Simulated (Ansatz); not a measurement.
How much does the functional matter for the cell of SrO?

The starting cell is an entry of the Crystallography Open Database (2006):

```
Sr O
1.0
     0.00000    2.56630    2.56630
     2.56630    0.00000    2.56630
     2.56630    2.56630    0.00000
Sr O
1 1
Direct
  0.50000 0.50000 0.50000
  0.00000 0.00000 0.00000
```

Atoms and cell were relaxed at zero pressure with plane-wave PAW DFT (Ansatz 0.2.0; one set of PAW datasets, made under PBE, for all functionals; 420 eV, r2SCAN 500 eV; 10×10×10 Γ-centred mesh, fermi-dirac occupations of width 0.020 eV; no spin polarisation, no spin-orbit coupling, no dispersion correction), keeping the symmetry (Fm-3m, No. 225).

Four functionals were used, LDA, PBEsol, PBE and r2SCAN. Their relaxed conventional cells, unnamed:

```tsv
run	a (Å)	volume (Å³/atom)
A	5.123	16.81
B	5.065	16.24
C	5.161	17.18
D	5.195	17.53
```

**Question.** Which run is LDA's and which PBE's?

**Answer.** B is LDA, which overbinds and gives the smallest cell, and D is PBE, as a rule the largest. Of the two between, A is PBEsol and C is r2SCAN, an order that varies from crystal to crystal. Formation energies in eV an atom: LDA -3.077, PBEsol -2.807, PBE -2.718, r2SCAN -2.975.

Caveats: each relaxation keeps the start's symmetry, so a distorted cell may lie lower; computed cells are at 0 K with fixed nuclei; formation energies are at zero smearing against the elements' usual phases under the same functional, gases as free molecules, uncorrected.
